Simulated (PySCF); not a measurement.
The vertical singlet excitations below were computed for one of the candidates. Computed with TDDFT wB97X-D/def2-SVPD, vertical, gas phase, core orbitals frozen in the response in PySCF 2.14.0, density-fitted response routines. Geometries: GFN2-xTB, one conformer each.

| state | λ (nm) | f |
| --- | --- | --- |
| S1 | 455.7 | 0.0002 |
| S2 | 285.2 | 0.0000 |
| S3 | 186.7 | 0.0000 |
| S4 | 152.5 | 0.0012 |
| S5 | 152.5 | 0.0009 |
| S6 | 152.3 | 0.325 |
| S7 | 150.2 | 0.0000 |
| S8 | 148.0 | 0.150 |

Triplets computed (Tamm–Dancoff): 2.18, 3.73, 5.13 eV.

Orbital energies (eV): HOMO-3 -15.12, HOMO-2 -13.59, HOMO-1 -11.73, HOMO -9.91, LUMO -1.40, LUMO+1 2.15, LUMO+2 2.58.

Task: Which structure fits?
A. N-methylformamide, `CNC=O`
B. acetone, `CC(C)=O`
C. glyoxal, `O=CC=O`

Result: C. Its S1, at 2.72 eV, is the lowest among the candidates; the nearest of the others has S1 at 4.55 eV. S1 is HOMO→LUMO (98%). Löwdin shares by element: HOMO oxygen 60%, carbon 28%; LUMO oxygen 50%, carbon 46%. At the same level the other candidates give, for their lowest levels:
- `CC(C)=O`: 273 nm (f 0.000); 171 nm (f 0.032); 144 nm (f 0.024); 142 nm (f 0.003 summed over 2 states); 136 nm (f 0.001); T1 4.01 eV; HOMO -9.23, LUMO 1.45 eV
- `CNC=O`: 210 nm (f 0.001); 174 nm (f 0.000); 168 nm (f 0.073); 158 nm (f 0.230); 151 nm (f 0.024); T1 5.43 eV; HOMO -9.51, LUMO 2.15 eV

The values belong to the conformer `[O:1]=[CH:2][CH:3]=[O:4]`: O1–C2–C3–O4 180°.
